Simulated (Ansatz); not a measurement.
# Al: properties of a relaxed candidate

Aim: for this structure of Al, see whether it has a gap, which orbitals make up the states near it and how charge is shared, tighten the relaxation and compute its phonons.

Method: DFT PBE, scalar-relativistic, plane waves, PAW, in Ansatz 0.2.0.

1 further run of the same task is left out (set aside as unsound or not needed).

## 1. Starting point

The structure is hexagonal, space group P6_3/mmc (No. 194). The conventional cell has a = 2.851 Å, b = 2.851 Å, c = 4.729 Å, α = 90.00°, β = 90.00°, γ = 120.00°. Around Al (site symmetry -6m2) lie 12 Al at 2.85 to 2.88 Å.

Coordinates:

```cif
data_structure
_symmetry_space_group_name_H-M 'P 1'
_symmetry_Int_Tables_number 1
_cell_length_a 2.8511
_cell_length_b 2.8509
_cell_length_c 4.7292
_cell_angle_alpha 89.989
_cell_angle_beta 89.997
_cell_angle_gamma 59.993
_cell_volume 33.29
loop_
_atom_site_label
_atom_site_type_symbol
_atom_site_fract_x
_atom_site_fract_y
_atom_site_fract_z
_atom_site_occupancy
Al1 Al 0.16667 0.16667 0.25000 1
Al2 Al 0.83333 0.83333 0.75000 1
```

It is the end of an earlier relaxation with the same method, from a generated guess; it is a trial structure. At a tolerance of 0.05 Å it has space group P6_3/mmc (No. 194); it has 16.64 Å³/atom, an uncorrected energy of +0.03 eV/atom over the standard state.

## 2. Electronic structure at the relaxed geometry

input.yaml reads:

```yaml
crystal:
  lattice:
    - [2.8505100699, 0.0577879256, -0.0055392701]
    - [1.3753969126, 2.4971721346, -0.0126301549]
    - [0.008994805, 0.0199961712, 4.729142873]
  atoms:
    - { symbol: Al, position: [0.166667884, 0.1666677719, 0.249999643] }
    - { symbol: Al, position: [0.833332116, 0.8333322281, 0.750000357] }
basis:
  ecutwfc: 420
kpoints:
  mp_grid: { grid: [22, 22, 12] }
  band_path:
    path:
      - [[0.0, 0.0, 0.0], [0.66671051, 0.33335525, 4.914e-05]]
      - [[0.33324271, -0.33337864, 2.456e-05], [-4.678e-05, -0.50002339, 0.0], [0.0, 0.0, 0.0], [-4.678e-05, -0.50002339, -0.5], [0.33327664, -0.33336168, -0.49997543]]
      - [[0.66667658, 0.33333829, -0.49995086], [0.0, 0.0, -0.5], [0.0, 0.0, 0.0]]
      - [[0.49997661, -1.17e-05, -0.49996315], [0.0, 0.0, 0.0], [0.49997661, -1.17e-05, 3.685e-05]]
    npoints: 14
hamiltonian:
  xc: pbe
scf:
  occupations: { method: gaussian, width: 0.1 }
  n_extra_bands: 6
output:
  forces: true
  stress: true
  eigenvalues: true
  populations: true
  dos: { projected: true, de: 0.02, nscf_kmesh: { grid: [27, 27, 15] } }
  bader: true
  write_density: true
  write_potential: true
  elf: true
  volumetric_format: npy
```

Started as:

```
$ ansatz run input.yaml --threads 1 --pin off --max-ram 3072MiB --backend cpu --events-out ev --progress --plain --runs-dir out
```

What it wrote:

```text
Warning: RAYON_NUM_THREADS=1 ignored (pool sized by the plan → 1); use --threads N
scf.n_extra_bands = 6 over 3 filled bands (N_el = 6.0): the run solves 9 bands
Engine: ansatz 0.2.0, x86_64-unknown-linux-gnu
Pseudopotentials: kind: paw
Pseudopotential: Al, paw, valence charge 3, recommended cutoff 420 eV (normal), Al.paw.azcp
Functional definition: PBE
  parameter kappa = 0.804
  parameter beta = 0.06672455060314922
  exchange = pbe_x(kappa = kappa, mu = beta*pi^2/3)
  correlation = pbe_c(beta = beta)
Crystal: 2 atoms, lattice volume = 33.288 Å³
Basis set: ecut = 420 eV, 651 PW (Γ), exchange–correlation on 40×40×64 points (8 copies of the dense FFT grid, shifted against one another)
Bands: 9, of which v1, the nominal top of the filled ones, is band 3 counted from 1 (2 counted from 0)
Symmetry: 2 space group operations
Space group: P-1 (ITA 2), of the structure as read, at distance tolerance 3.2e-5 Å
k-points: 2908 of 5808
Non-local potential: Al, projectors of the file, l = 0: 2, l = 1: 2, l = 2: 1
PAW form: soft (Blöchl's): semilocal exchange-correlation on the pseudo side does not see the compensation charge
PAW one-centre angular grid: Al, 110 points (default); XC on 64 Gauss nodes
Initial density: superposition of atomic densities (neutral atoms: chi_scale 0, normalization atom), corrected by the library's trained network
Initial wavefunctions: pseudopotential atomic-orbital guess
Functional: x = pbe(κ = 0.804, μ = 0.2195149727645171), c = pbe(β = 0.06672455060314922)
SCF iter   1: F=—  HF=-1074.944104 eV  |F-HF|=—  |Δ(HF+E_count)|=         —  Δρ=1.81e-3  dr2=1.32e-3  ethr=1.77e-3  ⟨swp⟩=5.1  Hψ=187906  notcnv=0  defer=61
preconditioner: auto → none  [metal: Δε(μ)=0.001 eV  Ē_g=10.568 eV  σ=0.100 eV  W_gap=0.00  n_scr=2 (ndim 8)  ℏωp=15.8 eV  f_vac=0.000  D(μ)=0.76/eV (n_scr^D=2)  sad-step TF]
SCF iter   2: F=—  HF=-1074.943938 eV  |F-HF|=—  |Δ(HF+E_count)|=   1.67e-4  Δρ=1.11e-3  dr2=5.04e-4  ethr=2.20e-5  ⟨swp⟩=1.0  Hψ=49474  notcnv=0  defer=167
SCF iter   3: F=—  HF=-1074.943805 eV  |F-HF|=—  |Δ(HF+E_count)|=   1.33e-4  Δρ=3.86e-5  dr2=4.29e-7  ethr=8.40e-6  ⟨swp⟩=1.2  Hψ=23514  notcnv=0  defer=167
SCF iter   4: F=—  HF=-1074.943827 eV  |F-HF|=—  |Δ(HF+E_count)|=   2.28e-5  Δρ=1.09e-5  dr2=2.55e-8  ethr=7.14e-9  ⟨swp⟩=2.0  Hψ=31183  notcnv=0  defer=167
iter 5 did not close the SCF: its close was put off for the readings that it lacked (scf_convergence_deferred on its scf_iter line)
SCF iter   5: F=-1074.943827 eV  HF=-1074.943827 eV  |F-HF|=7.96e-11  |Δ(HF+E_count)|=   1.37e-8  Δρ=1.55e-6  dr2=7.17e-10  ethr=4.24e-10  ⟨swp⟩=1.8  Hψ=28908  notcnv=0  defer=167
SCF iter   6: F=-1074.943827 eV  HF=-1074.943827 eV  |F-HF|=3.93e-10  |Δ(HF+E_count)|=  1.51e-10  Δρ=5.84e-7  dr2=4.82e-10  ethr=1.19e-11  ⟨swp⟩=7.0  Hψ=133236  notcnv=0
SCF 1 converged in 6 iterations: F = -1074.943827 eV  dr2 = 4.82e-10
NSCF: frozen V_eff on 130 k-points
NSCF: frozen V_eff on 5468 k-points
SCF converged after 6 iterations
Free energy (F): -1074.943827 eV
Harris-Foulkes:  -1074.943827 eV  (|F-HF|=3.93e-10)
Internal energy: -1074.940015 eV  (E = F + TS)
E sigma→0 (E₀):  -1074.941921 eV
Entropy (-TS):   -0.003813 eV (-1.906 meV/atom)
Fermi energy:    7.842031 eV
--- Per-component energies (eV) ---
  E_band       = 20.784894
  E_kinetic    = 45.206588
  E_local      = 19.497212  (includes V_loc(G=0)·N_el)
  E_nonlocal   = 20.751060
  E_hartree    = 0.190469
  E_xc         = -79.354269
  E_vxc        = -57.757358  (∫ρ·V_xc dr)
  E_paw        = -934.636047  (= ΣΔE_a)
  E_vpaw       = -7.293540  (= ΣTr[D̂ρ^β])
  E_aug_tail   = -0.000004  (compensation charges beyond the density's cutoff)
  E_ewald      = -146.595024
  E_smearing   = -0.003813  (= −TS)
  E_closure    = 0.000000  (closes the sum)
  Σ components = -1074.943827   (vs F -1074.943827, Δ=0.00e0)
--- Forces (eV/Å), atoms counted from 1 ---
  atom   1  Al    -0.00001726    -0.00001963    -0.00000595
  atom   2  Al     0.00001726     0.00001963     0.00000595
  max |Σ_I F_I| component: 0.00e0 eV/Å
--- Stress (GPa, compression-positive) ---
       -0.005822      -0.003348      -0.000465
       -0.003348       0.004132      -0.002496
       -0.000465      -0.002496       0.002388
  P = ⅓ Tr σ = 0.0002 GPa (0.002 kbar)
--- Band table (eV; the first three rows and the last of 2908) ---
  k-point 0: bands = ["-3.2167", "3.2224", "3.2903", "18.5868", "18.5903", "18.9266", "18.9309", "19.6315", "21.5701"]
  k-point 1: bands = ["-3.1708", "2.2400", "4.3539", "18.6221", "18.6256", "18.8094", "18.9655", "18.9697", "21.9822"]
  k-point 2: bands = ["-3.0330", "1.3070", "5.5298", "17.3242", "18.7277", "18.7312", "19.0810", "19.0852", "22.0910"]
  k-point 2907: bands = ["3.9819", "3.9831", "4.6731", "4.6752", "15.0067", "15.0068", "15.3642", "15.3655", "16.3460"]
--- Löwdin populations: 2 sites ---
  site symbol       q [e]
     0     Al      2.9535
     1     Al      2.9535
  spilling = 0.015497 (of n_electrons = 6.000000)
--- Bader charges: 2 sites ---
  site symbol  charge [e]  shift [e]
     0     Al      0.0000     0.0000
     1     Al      0.0000     0.0000
  estimated error of the sums over rays = 4.7e-5 e
```

Wall time 56 s (1 thread of Intel Xeon 6975P-C (Granite Rapids), shared host); peak memory 1.5 GiB.

Site by site:

| atom | Löwdin electrons | Bader charge (e) | Bader volume (Å³) |
| --- | --- | --- | --- |
| Al1 | 2.95 | -0.00 | 16.6 |
| Al2 | 2.95 | +0.00 | 16.6 |

bands.tsv at the labelled points (eV, zero at the Fermi level; the bands nearest the Fermi level):

```
point  band 1  band 2  band 3  band 4  band 5  band 6  band 7
    Γ  -11.06   -4.62   -4.55   10.74   10.75   11.09   11.09
    C   -3.29   -3.29   -3.04    2.39    2.46    2.46    3.95
   C2   -3.29   -3.29   -3.04    2.39    2.46    2.46    3.95
   Y2   -5.21   -5.04    0.62    0.99    1.49    1.63    5.75
    Γ  -11.06   -4.62   -4.55   10.74   10.75   11.09   11.09
   M2   -3.86   -3.86   -3.17   -3.17    7.16    7.16    7.52
    D   -2.26   -2.26   -1.51   -1.51   -0.95   -0.95    9.79
   D2   -2.26   -2.26   -1.51   -1.51   -0.95   -0.95    9.79
    A   -9.41   -9.41    3.14    3.14   11.90   11.90   11.91
    Γ  -11.06   -4.62   -4.55   10.74   10.75   11.09   11.09
   L2   -3.86   -3.86   -3.17   -3.17    7.16    7.16    7.52
    Γ  -11.06   -4.62   -4.55   10.74   10.75   11.09   11.09
   V2   -5.22   -5.04    0.61    0.99    1.49    1.63    5.75
```

Counts of states by energy window (eV from the Fermi level), total and by projection:

```
from  to  total  Al 3s  Al 3p
  -8  -7   0.45   0.15   0.31
  -7  -6   0.52   0.16   0.35
  -6  -5   0.59   0.19   0.40
  -5  -4   0.64   0.18   0.46
  -4  -3   0.68   0.15   0.53
  -3  -2   0.68   0.22   0.44
  -2  -1   0.79   0.25   0.51
  -1   0   0.81   0.25   0.52
   0   1   0.89   0.27   0.58
   1   2   0.89   0.23   0.60
   2   3   0.89   0.20   0.59
   3   4   0.93   0.23   0.57
```

The solved bands begin to run out at 4.1 eV, so nothing above is shown.

A further 1 or so states lie below the table's range.

Density in a lattice plane of the grid's cell (edges 2.85 and 4.73 Å, at 0.167 of the third edge), which holds Al.

Values in e/Å³, 12 rows by 8 columns:
```
0.18 0.18 0.18 0.18 0.19 0.19 0.19 0.19
0.20 0.19 0.19 0.20 0.21 0.20 0.20 0.21
0.21 0.19 0.20 0.21 0.21 0.19 0.20 0.21
0.20 0.19 0.19 0.20 0.21 0.20 0.20 0.21
0.18 0.18 0.18 0.18 0.19 0.19 0.19 0.19
0.19 0.20 0.20 0.19 0.17 0.16 0.17 0.18
0.21 0.19 0.20 0.20 0.19 0.17 0.17 0.20
0.14 0.09 0.10 0.17 0.21 0.19 0.20 0.20
0.10 0.07 0.07 0.14 0.21 0.21 0.21 0.20
0.14 0.09 0.10 0.17 0.21 0.19 0.20 0.20
0.20 0.19 0.20 0.20 0.19 0.17 0.17 0.20
0.19 0.20 0.20 0.19 0.17 0.16 0.17 0.18
```
Columns run along the first of these edges and rows up along the second, over one cell in 8 and 12 even steps from the bottom left corner. Atoms in the plane (fractional): Al at (0.17, 0.25).

ELF in the same plane.

Ten even steps from '0' (0.02) to '9' (0.63):
```
88888888777788
88888888888888
88888999888899
98888999877899
99889999877899
98888999877899
88888999888899
88888888888888
88888888777788
99999887777788
99999988777789
75456788877888
31002479888987
00210269999984
02431159999984
00210269999984
31002479888987
75456788877888
99999988777789
99999887777788
```
Columns run along the first of these edges and rows up along the second, over one cell in 14 and 20 even steps from the bottom left corner. Atoms in the plane (fractional): Al at (0.17, 0.25).

Both are smooth fields of the valence electrons: close to the nuclei they are not physical.

Maxima of ELF outside the ion cores: 0.64 on the Al–Al line, 1.1 Å from Al; 0.62 in the shell around Al, 1.1 Å from Al; 0.61 beside Al, off the lines to its neighbours, 1.0 Å from Al.

## 3. Tight relaxation for the response runs, on the response runs' mesh and smearing

input.yaml reads:

```yaml
crystal:
  lattice:
    - [2.8505100699, 0.0577879256, -0.0055392701]
    - [1.3753969126, 2.4971721346, -0.0126301549]
    - [0.008994805, 0.0199961712, 4.729142873]
  atoms:
    - { symbol: Al, position: [0.166667884, 0.1666677719, 0.249999643] }
    - { symbol: Al, position: [0.833332116, 0.8333322281, 0.750000357] }
basis:
  ecutwfc: 420
kpoints:
  mp_grid: { grid: [22, 22, 12] }
hamiltonian:
  xc: pbe
scf:
  occupations: { method: fermi_dirac, width: 0.15 }
output:
  forces: true
  stress: true
  eigenvalues: true
  write_density: true
  write_potential: true
  elf: true
  volumetric_format: npy
relax:
  adjacent_minimum: "off"
  f_tol: 0.001
  max_steps: 60
  cell: { stress_tol: 0.01 }
```

Started as:

```
$ ansatz run input.yaml --threads 1 --pin off --max-ram 3072MiB --backend cpu --events-out ev --progress --plain --runs-dir out
```

What it wrote, cut to the lines that bear on the results:

```text
Warning: RAYON_NUM_THREADS=1 ignored (pool sized by the plan → 1); use --threads N
[...]
Pseudopotentials: kind: paw
Pseudopotential: Al, paw, valence charge 3, recommended cutoff 420 eV (normal), Al.paw.azcp
Functional definition: PBE
[...]
Crystal: 2 atoms, lattice volume = 33.288 Å³
Basis set: ecut = 420 eV, 651 PW (Γ), exchange–correlation on 40×40×64 points (8 copies of the dense FFT grid, shifted against one another)
Bands: 7, of which v1, the nominal top of the filled ones, is band 3 counted from 1 (2 counted from 0)
Symmetry: 2 space group operations
Space group: P-1 (ITA 2), of the structure as read, at distance tolerance 3.2e-5 Å
k-points: 2908 of 5808
[...]
SCF iter   1: F=—  HF=-1074.972819 eV  |F-HF|=—  |Δ(HF+E_count)|=         —  Δρ=1.81e-3  dr2=1.32e-3  ethr=1.77e-3  ⟨swp⟩=5.1  Hψ=160704  notcnv=0
[...]
  atom   2  Al     0.00000029    -0.00000295    -0.00000227
[...]
--- Stress (GPa, compression-positive) ---
        0.001609      -0.000094      -0.000151
       -0.000094       0.001861      -0.000707
       -0.000151      -0.000707      -0.000059
  P = ⅓ Tr σ = 0.0011 GPa (0.011 kbar)
--- Band table (eV; the first three rows and the last of 2908) ---
  k-point 0: bands = ["-3.2199", "3.2328", "3.3217", "18.5173", "18.5174", "18.8725", "18.8726"]
[...]
--- Relaxed structure (4 steps of the walk, 4 accepted, 1 SCFs on fresh bases) ---
  F+E_penalty+E_count = -1074.97263634 eV   max|allowed force component| = 2.948e-6 eV/Å   (the final SCF, on the basis selected at the relaxed cell)
  cell:  # Å, volume = 33.3199 Å³
    - [2.8543609382269115, 0.05775498935821992, -0.005586186422717106]
    - [1.3771524708095781, 2.5007979525299637, -0.012820189219016991]
    - [0.008918410741039294, 0.019669193690818182, 4.720339696175229]
  atoms:
    - { symbol: Al, position: [0.16666701672926407, 0.16666587655957107, 0.24999994890936555] }
    - { symbol: Al, position: [0.8333329832707363, 0.8333341234404287, 0.7500000510906345] }
```

Wall time 1.8 min (1 thread of Intel Xeon 6975P-C (Granite Rapids), shared host); peak memory 1.2 GiB.

Step by step:

| step | E - E(step 1) (eV/cell) | largest force component (eV/Å) | pressure (GPa) | volume (Å³) |
| --- | --- | --- | --- | --- |
| 1 | 0.0000 | 0.0001 | 0.08 | 33.29 |
| 2 | 0.0000 | 0.0000 | -0.01 | 33.33 |
| 3 | -0.0001 | 0.0002 | 0.01 | 33.32 |
| 4 | 0.0000 | 0.0000 | 0.00 | 33.32 |
| 5 | -0.0001 | 0.0000 | 0.00 | 33.32 |

Step 1 is the start. Step 5 repeats the geometry before it on a plane-wave basis chosen anew for that cell, so its energy need not be comparable with the rows above.

|  | before | after | change |
| --- | --- | --- | --- |
| a (Å) | 2.851 | 2.855 | +0.1 % |
| b (Å) | 2.851 | 2.855 | +0.1 % |
| c (Å) | 4.729 | 4.720 | -0.2 % |
| volume (Å³/atom) | 16.64 | 16.66 | +0.1 % |
| shortest distance (Å) | 2.851 | 2.855 | +0.1 % |
| space group (0.01 Å) | P6_3/mmc | P6_3/mmc | same |

Density in a lattice plane of the grid's cell (edges 2.85 and 4.72 Å, at 0.167 of the third edge), which holds Al.

Ten even steps from '0' (0.07 e/Å³) to '9' (0.22 e/Å³):
```
78887777777777
87777888888888
88778899888899
98888999988999
98888999988999
98888999988999
88778899888899
87777888888888
78887777777777
88998877666677
99999987666778
87667898777789
53224689878898
31001479988996
20001379999996
31001479988996
53224689878898
87667898777789
99999987666778
88998877666677
```
Columns run along the first of these edges and rows up along the second, over one cell in 14 and 20 even steps from the bottom left corner. Atoms in the plane (fractional): Al at (0.17, 0.25).

ELF in the same plane.

Values, 12 rows by 8 columns:
```
0.54 0.53 0.53 0.54 0.54 0.53 0.53 0.55
0.58 0.53 0.54 0.59 0.59 0.52 0.53 0.60
0.61 0.55 0.57 0.62 0.59 0.47 0.49 0.61
0.58 0.53 0.54 0.59 0.59 0.52 0.53 0.60
0.54 0.53 0.53 0.54 0.54 0.53 0.53 0.55
0.58 0.60 0.59 0.56 0.50 0.46 0.47 0.52
0.56 0.45 0.48 0.57 0.54 0.48 0.49 0.57
0.16 0.02 0.04 0.30 0.58 0.57 0.58 0.54
0.02 0.27 0.17 0.17 0.58 0.61 0.62 0.48
0.16 0.02 0.04 0.30 0.58 0.57 0.58 0.54
0.56 0.45 0.48 0.57 0.54 0.48 0.49 0.57
0.58 0.60 0.59 0.56 0.50 0.46 0.47 0.52
```
Columns run along the first of these edges and rows up along the second, over one cell in 8 and 12 even steps from the bottom left corner. Atoms in the plane (fractional): Al at (0.17, 0.25).

Both are smooth fields of the valence electrons: close to the nuclei they are not physical.

The highest ELF values outside the cores: 0.64 on the Al–Al line, 1.1 Å from Al; 0.62 in the shell around Al, 1.1 Å from Al.

## 4. Zone-centre modes

input.yaml reads:

```yaml
crystal:
  lattice:
    - [2.8543609382, 0.0577549894, -0.0055861864]
    - [1.3771524708, 2.5007979525, -0.0128201892]
    - [0.0089184107, 0.0196691937, 4.7203396962]
  atoms:
    - { symbol: Al, position: [0.1666670167, 0.1666658766, 0.2499999489] }
    - { symbol: Al, position: [0.8333329833, 0.8333341234, 0.7500000511] }
basis:
  ecutwfc: 420
kpoints:
  mp_grid: { grid: [22, 22, 12] }
hamiltonian:
  xc: pbe
scf:
  occupations: { method: fermi_dirac, width: 0.15 }
output:
  eigenvalues: true
phonons:
  method: dfpt
  eigenvectors: true
```

Started as:

```
$ ansatz run input.yaml --threads 1 --pin off --max-ram 3072MiB --backend cpu --events-out ev --progress --plain --runs-dir out
```

What it wrote, cut to the lines that bear on the results:

```text
Warning: 8 symmetry operations that the atoms keep within the bar at which the run's group was sought (crystal.symmetry.tolerance 1.0e-5, or twice it) were not taken beside the 2 unitary ones that the detection took (of a slab, those that keep its plane). If the more symmetric cell is [...]
Warning: RAYON_NUM_THREADS=1 ignored (pool sized by the plan → 1); use --threads N
[...]
Pseudopotentials: kind: paw
Pseudopotential: Al, paw, valence charge 3, recommended cutoff 420 eV (normal), Al.paw.azcp
Functional definition: PBE
[...]
Crystal: 2 atoms, lattice volume = 33.320 Å³
Basis set: ecut = 420 eV, 651 PW (Γ), exchange–correlation on 40×40×64 points (8 copies of the dense FFT grid, shifted against one another)
Bands: 7, of which v1, the nominal top of the filled ones, is band 3 counted from 1 (2 counted from 0)
Symmetry: 2 space group operations
k-points: 2908 of 5808 (irreducible under 1 space group operation, time reversal used)
[...]
SCF iter   1: F=—  HF=-1074.972913 eV  |F-HF|=—  |Δ(HF+E_count)|=         —  Δρ=1.82e-3  dr2=1.34e-3  ethr=1.77e-3  ⟨swp⟩=5.1  Hψ=160690  notcnv=0
[...]
SCF iter   7: F=-1074.972636 eV  HF=-1074.972636 eV  |F-HF|=2.27e-13  |Δ(HF+E_count)|=  3.51e-10  Δρ=7.26e-8  dr2=1.69e-12  ethr=1.00e-12  ⟨swp⟩=4.0  Hψ=82260  notcnv=0
[...]
SCF converged after 7 iterations
Free energy (F): -1074.972636 eV
[...]
E sigma→0 (E₀):  -1074.941659 eV
Entropy (-TS):   -0.061955 eV (-30.977 meV/atom)
Fermi energy:    7.833496 eV
[...]
--- Band table (eV; the first three rows and the last of 2908) ---
  k-point 0: bands = ["-3.2199", "3.2328", "3.3217", "18.5173", "18.5174", "18.8725", "18.8726"]
[...]
--- Phonons (Γ-DFPT): 3 representative perturbations + reference, on 2908 of 5808 k-points (Σ response iterations 9) ---
  k mesh reduced under 1 symmetry operation, with k and −k counted as one. Each operation leaves every solved perturbation unchanged. A smaller set is not used because it would not reduce the number of displacements times k-points to solve
  ASR residual: 5.669e-5 → 0.000e0 eV/Å²; symmetrization residual: 2.889e-8 eV/Å²
  ASR residual per site (eV/Å²): 5.67e-5 5.67e-5
  Γ frequencies (cm⁻¹): 0.00 0.00 0.00 138.85 138.85 303.81
  non-analytic LO–TO correction: not included (Born effective charges unavailable; polar crystals: no LO–TO splitting at Γ)
```

It took 80 s on 1 thread of Intel Xeon 6975P-C (Granite Rapids), shared host; peak memory 1.9 GiB.

Optical levels at the zone centre, without the three acoustic modes (i: imaginary):

| cm⁻¹ | modes |
| --- | --- |
| 139 | 2 |
| 304 | 1 |

Displacements in the lowest optical mode (139 cm⁻¹), eigenvector over the root of the mass, scaled so that the longest move is 1. It is one member of a degenerate level, so its direction within the level is arbitrary.

| atom | x | y | z |
| --- | --- | --- | --- |
| Al1 | -0.93 | 0.38 | 0.00 |
| Al2 | 0.93 | -0.38 | 0.00 |

Displacements in the highest mode (304 cm⁻¹), eigenvector over the root of the mass, scaled so that the longest move is 1.

| atom | x | y | z |
| --- | --- | --- | --- |
| Al1 | 0.00 | 0.00 | 1.00 |
| Al2 | 0.00 | 0.00 | -1.00 |

## 5. Results

| quantity | value |
| --- | --- |
| gap | none (metal) |
| states at the Fermi level | 0.86 per eV per cell |
| Bader charges | Al -0.00 e |
| optical modes at Γ | 139 to 304 cm⁻¹ |

**Reading.** There is no gap at this level. Of the projected weight within 0.25 eV of the Fermi level, the largest part is Al 3p (68 %) and Al 3s (32 %). No zone-centre mode is imaginary. That tests stability at Γ alone. For a metal these values are sensitive to the k mesh.
